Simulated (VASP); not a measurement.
# Se (Im-3m) in VASP: further runs, part 2 of 2

VASP 6.6.1. Earlier steps stand in the parts before.

### Step 3. Relaxation of cell and atoms, PBEsol

This run uses another cell than the first one, of 19.26 Å³/atom, 0.974 times its volume.

The input, INCAR:

```
PREC = Accurate
ENCUT = 600
EDIFF = 1E-7
ISMEAR = 1
SIGMA = 0.1
LREAL = F
LASPH = T
NELM = 80
ALGO = Normal
ISIF = 3
LWAVE = F
LCHARG = F
GGA = PS
IBRION = 2
NSW = 90
EDIFFG = -0.005
```

The input, KPOINTS:

```
Automatic mesh
0
Gamma
  16 16 16
```

The input, POSCAR:

```
Se                                      
1.0
   -1.6884832263      1.6884832263      1.6884832263
    1.6884832263     -1.6884832263      1.6884832263
    1.6884832263      1.6884832263     -1.6884832263
  Se            
     1
Direct
     0.0000000000000000    0.0000000000000000    0.0000000000000000
```

Potentials or basis: VASP PAW PBE potentials, release 64 (Se).

Run with:

```
$ cat potpaw_PBE.64/Se/POTCAR > POTCAR
$ mpirun -np 1 vasp_std > vasp.out
```

OUTCAR:

```text
PREC = Accurate
   ENCUT = 600
   EDIFF = 1E-7
   ISMEAR = 1
   LREAL = F
   LASPH = T
   NELM = 80
   ISIF = 3
   GGA = PS
   IBRION = 2
   NSW = 90
   EDIFFG = -0.005

 ion  position               nearest neighbor table
   1  0.000  0.000  0.000-

  LATTYP: Found a body centered cubic cell.
 ALAT       =     3.3769664526

  Lattice vectors:

 A1 = (  -1.6884832263,   1.6884832263,   1.6884832263)
 A2 = (   1.6884832263,  -1.6884832263,   1.6884832263)
 A3 = (   1.6884832263,   1.6884832263,  -1.6884832263)

Analysis of symmetry for initial positions (statically):
=====================================================================
 Subroutine PRICEL returns:
 Original cell was already a primitive cell.

 Routine SETGRP: Setting up the symmetry group for a
 body centered cubic supercell.

 Subroutine GETGRP returns: Found 48 space group operations
 (whereof 48 operations were pure point group operations)
 out of a pool of 48 trial point group operations.

The static configuration has the point symmetry O_h .

Analysis of symmetry for dynamics (positions and initial velocities):
=====================================================================
 Subroutine PRICEL returns:
 Original cell was already a primitive cell.

 Routine SETGRP: Setting up the symmetry group for a
 body centered cubic supercell.

 Subroutine GETGRP returns: Found 48 space group operations
 (whereof 48 operations were pure point group operations)
 out of a pool of 48 trial point group operations.

The dynamic configuration has the point symmetry O_h .

 Subroutine INISYM returns: Found 48 space group operations
 (whereof 48 operations are pure point group operations),
 and found     1 'primitive' translations

[... 113 lines left out ...]
  volume/ion in A,a.u.               =      19.26       129.94
  Fermi-wavevector in a.u.,A,eV,Ry     =   1.109878  2.097365 16.760048  1.231829
  Thomas-Fermi vector in A             =   2.246423
   LORBIT       =      0    0 simple, 1 ext, 2 COOP (PROOUT), +10 PAW based schemes
   GGA     = PS    functional components
   LHFCALC =     F    Hartree Fock is set to
   AEXX    =    0.0000 exact exchange contribution
   IVDW    =     0    specifies the selected vdW correction
   LEPSILON=     F    determine dielectric tensor
   LRPA    =     F    only Hartree local field effects (RPA)
 conjugate gradient relaxation of ions
 non-spin polarized calculation
 Methfessel and Paxton  Order N= 1 SIGMA  =   0.10
  energy-cutoff  :      600.00
  volume of cell :       19.26
 maximum number of plane-waves:       682
   NGX = 11   NGY = 11   NGZ = 11

 number of electron       6.0000001 magnetization

 Free energy of the ion-electron system (eV)
  ---------------------------------------------------
  ext. energy  EPLUGINS =         0.00000000
  ---------------------------------------------------
  free energy    TOTEN  =        -3.38404857 eV

  energy without entropy =       -3.38346311  energy(sigma->0) =       -3.38385341

 E-fermi :   6.0879     XC(G=0): -10.9701

 val. band max:        6.0691198032   @ k =  -0.4375   0.4375   0.1875
 cond. band min:       6.0943644064   @ k =  -0.3125   0.3125   0.1250
 fundamental gap:      0.0252446033
 Fermi energy:         6.0878858757

 k-point     1 :       0.0000    0.0000    0.0000
  band No.  band energies     occupation
      1     -10.5629      2.00000
      2       9.3339      0.00000
      3       9.3339      0.00000
      4       9.3339      0.00000
      5      17.8307      0.00000
      6      18.5902      0.00000
      7      18.5902      0.00000
[... 221 lines left out ...]
 k-point    24 :       0.2500    0.1875    0.0000
  band No.  band energies     occupation
      1      -7.6453      2.00000
      2       1.4013      2.00000
      3       4.4613      2.00000
      4       7.6397     -0.00000
      5      14.9890      0.00000
      6      16.8571      0.00000
      7      20.6541      0.00000

 [... further k-points ...]

------------------------ aborting loop because EDIFF is reached ----------------------------------------

  FORCE on cell =-STRESS in cart. coord.  units (eV):
  Direction    XX          YY          ZZ          XY          YZ          ZX
  --------------------------------------------------------------------------------------
  -------------------------------------------------------------------------------------
  Total       -0.0000053     -0.0000053     -0.0000053     -0.0000000     -0.0000000     -0.0000000
  in kB       -0.0004400     -0.0004400     -0.0004400     -0.0000000     -0.0000000     -0.0000000
  external PRESSURE =      -0.0004400 kB  Pullay stress =       0.0000000 kB

 VOLUME and BASIS-vectors are now :
 -----------------------------------------------------------------------------
  energy-cutoff  :      600.00
  volume of cell :       19.26
      direct lattice vectors                 reciprocal lattice vectors
    -1.688483226  1.688483226  1.688483226     0.000000000  0.296123759  0.296123759
     1.688483226 -1.688483226  1.688483226     0.296123759  0.000000000  0.296123759
     1.688483226  1.688483226 -1.688483226     0.296123759  0.296123759  0.000000000

 POSITION                                       TOTAL-FORCE (eV/Angst)
 -----------------------------------------------------------------------------------
      0.00000      0.00000      0.00000        -0.000000      0.000000     -0.000000
 -----------------------------------------------------------------------------------
    total drift:                                0.000000      0.000000      0.000000

  FREE ENERGIE OF THE ION-ELECTRON SYSTEM (eV)
  ---------------------------------------------------
  free  energy   TOTEN  =        -3.3840485658 eV

  energy  without entropy=       -3.3834631099  energy(sigma->0) =       -3.38385341

 reached required accuracy - stopping structural energy minimisation
```

OSZICAR:

```text
N       E                     dE             d eps       ncg     rms          rms(c)
DAV:   1     0.110662262165E+02    0.11066E+02   -0.32351E+03  2044   0.834E+02
DAV:   2    -0.313387930671E+01   -0.14200E+02   -0.13600E+02  2856   0.868E+01
DAV:   3    -0.338613811713E+01   -0.25226E+00   -0.24876E+00  2359   0.125E+01
DAV:   4    -0.338644667647E+01   -0.30856E-03   -0.30839E-03  3325   0.496E-01
DAV:   5    -0.338644681123E+01   -0.13475E-06   -0.13497E-06  2471   0.618E-03    0.346E+00
DAV:   6    -0.338446211811E+01    0.19847E-02   -0.29281E-03  2653   0.347E-01    0.204E+00
DAV:   7    -0.338406486141E+01    0.39726E-03   -0.47643E-03  2289   0.448E-01    0.755E-02
DAV:   8    -0.338404856732E+01    0.16294E-04   -0.13312E-04  2590   0.831E-02    0.796E-03
DAV:   9    -0.338404867221E+01   -0.10489E-06   -0.76044E-07  3178   0.945E-03    0.458E-03
DAV:  10    -0.338404856349E+01    0.10872E-06   -0.18227E-07  2548   0.349E-03    0.603E-04
DAV:  11    -0.338404856583E+01   -0.23463E-08   -0.10727E-08  1582   0.741E-04
   1 F= -.33840486E+01 E0= -.33838534E+01  d E =-.338405E+01
```

It took 7.2 s on 1 thread of Intel Xeon Platinum 8375C at 2.90GHz (Ice Lake), shared host; peak memory 0.15 GiB.

What came out:

```yaml
Free_energy: -3.3840 eV
Pressure_after_relaxing: 0.0 GPa
Band_gap_on_the_k_mesh: none (metal or under the smearing width)
```

Final structure:
```
CELL_PARAMETERS angstrom
-1.68848 1.68848 1.68848
1.68848 -1.68848 1.68848
1.68848 1.68848 -1.68848
ATOMIC_POSITIONS crystal
Se 0.00000 0.00000 0.00000
```

Caveat: the relaxation stopped at its first step, so nothing moved; the PAW data sets were made with another functional, which shifts forces and pressure a little.

### Step 4. Relaxation of cell and atoms, PBE

The input, INCAR:

```
SYSTEM = Se
  PREC = Accurate
  ENCUT = 600
  EDIFF = 1E-6
  ISMEAR = 1
  SIGMA = 0.1
  LREAL = .False.
  LASPH = .True.
  NELM = 80
  ALGO = Normal
  ISIF = 3
  LWAVE = .False.
  LCHARG = .False.
  GGA = PE
  IBRION = 2
  NSW = 90
  EDIFFG = -0.01
```

The input, KPOINTS:

```
regular mesh
0
Gamma
  16 16 16
  0 0 0
```

The input, POSCAR:

```
Se
1.0
   -1.7034486149      1.7034486149      1.7034486149
    1.7034486149     -1.7034486149      1.7034486149
    1.7034486149      1.7034486149     -1.7034486149
Se
1
Direct
    0.0000000000      0.0000000000      0.0000000000
```

Run with:

```
$ cat potpaw_PBE.64/Se/POTCAR > POTCAR
$ mpirun -np 1 vasp_std > vasp.out
```

It took 11 s on 1 thread of Intel Xeon 6975P-C (Granite Rapids), shared host; peak memory 0.15 GiB.

It converged, with:

```yaml
Free_energy: -2.9056 eV
Relaxed_volume: 20.35 Å³/atom
Relaxed_cell: a = 2.979 Å, b = 2.979 Å, c = 2.979 Å, α = 109.47°, β = 109.47°, γ = 109.47°
Space_group_after_relaxing_to_0.05_Å: Im-3m (No. 229)
Energy_gained_by_relaxing: 3.8 meV/atom
Ionic_steps: 3
Pressure_after_relaxing: 0.0 GPa
Band_gap_on_the_k_mesh: none (metal or under the smearing width)
```

The path:
| step | energy change (eV) | largest force (eV/Å) | pressure (GPa) | volume (Å³) |
| --- | --- | --- | --- | --- |
| 1 | 0.0000 | 0.0000 | 2.17 | 19.77 |
| 2 | -0.0034 | 0.0000 | -0.66 | 20.55 |
| 3 | -0.0038 | 0.0000 | 0.00 | 20.35 |

Final structure:
```cif
data_structure
_symmetry_space_group_name_H-M 'P 1'
_symmetry_Int_Tables_number 1
_cell_length_a 2.9791
_cell_length_b 2.9791
_cell_length_c 2.9791
_cell_angle_alpha 109.471
_cell_angle_beta 109.471
_cell_angle_gamma 109.471
_cell_volume 20.35
loop_
_atom_site_label
_atom_site_type_symbol
_atom_site_fract_x
_atom_site_fract_y
_atom_site_fract_z
_atom_site_occupancy
Se1 Se 0.00000 0.00000 0.00000 1
```

Levels at points of the mesh, in eV from the Fermi level:
```tsv
k point	band 1	band 2	band 3	band 4	band 5	band 6
(0.00, 0.00, 0.00)	-16.11	2.95	2.95	2.95	11.11	12.39
(0.50, 0.00, 0.00)	-12.71	-6.62	0.02	2.12	6.91	8.34
(0.50, 0.50, 0.50)	-10.37	-3.22	-3.22	-3.22	4.11	4.11
```

### Step 5. Relaxation of cell and atoms, PBE

This run uses another cell than the first one, of 20.35 Å³/atom, 1.029 times its volume.

Changes to INCAR since step 4:

```diff
@@ -3,3 +3,3 @@
   ENCUT = 600
-  EDIFF = 1E-6
+  EDIFF = 1E-7
   ISMEAR = 1
@@ -16,2 +16,2 @@
   NSW = 90
-  EDIFFG = -0.01
+  EDIFFG = -0.005
```

KPOINTS is that of step 4.

The input, POSCAR:

```
Se                                      
1.0
   -1.7199649873      1.7199649873      1.7199649873
    1.7199649873     -1.7199649873      1.7199649873
    1.7199649873      1.7199649873     -1.7199649873
  Se            
     1
Direct
     0.0000000000000000    0.0000000000000000    0.0000000000000000
```

Run with:

```
$ cat potpaw_PBE.64/Se/POTCAR > POTCAR
$ mpirun -np 1 vasp_std > vasp.out
```

It took 5.4 s on 1 thread of Intel Xeon 6975P-C (Granite Rapids), shared host; peak memory 0.15 GiB.

It converged, with:

```yaml
Free_energy: -2.9056 eV
Pressure_after_relaxing: 0.0 GPa
Band_gap_on_the_k_mesh: none (metal or under the smearing width)
```

Final structure:
```
Se
1.0
    -1.71996    1.71996    1.71996
     1.71996   -1.71996    1.71996
     1.71996    1.71996   -1.71996
Se
1
Direct
  0.00000 0.00000 0.00000
```

Levels at points of the mesh, in eV from the Fermi level:
```
           k point  band 1  band 2  band 3  band 4  band 5  band 6  band 7
(0.00, 0.00, 0.00)  -16.11    2.95    2.95    2.95   11.11   12.39   12.39
(0.50, 0.00, 0.00)  -12.71   -6.62    0.02    2.12    6.91    8.34   17.37
(0.50, 0.50, 0.50)  -10.37   -3.22   -3.22   -3.22    4.11    4.11   22.58
```

Caveat: the relaxation stopped at its first step, so nothing moved.
